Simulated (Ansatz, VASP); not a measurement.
NaF in VASP and in Ansatz

```
Na F
1.0
     0.00000    2.34999    2.34999
     2.34999    0.00000    2.34999
     2.34999    2.34999    0.00000
Na F
1 1
Direct
  0.00000 0.00000 0.00000
  0.50000 0.50000 0.50000
```

The cell is a database's computed one.

Alike in both runs: task relaxation of cell and atoms; functional PBE; k mesh 8 × 8 × 8; occupations gaussian, width 0.02 eV; no spin polarisation.

```csv
,VASP,Ansatz
version,VASP 6.6.1,Ansatz 0.2.0
potentials or method,"VASP PAW PBE potentials, release 64 (Na_pv, F)","scalar-relativistic, plane waves, PAW"
plane-wave cutoff (eV),600,420
valence electrons in the cell,14,16
```

```csv
,VASP,Ansatz,Ansatz less VASP
"gap on the k mesh at the Fermi level, each at its own relaxed structure (eV)",6.09,6.09,-0.004
relaxed volume (Å³/atom),12.94,12.98,+0.041
relaxed cell length with the largest relative difference (Å),3.320,3.323,+0.0035
```

The two sets of potentials don't hold the same shells in valence.

PBE gaps usually lie below the measured ones, often by a third to a half.
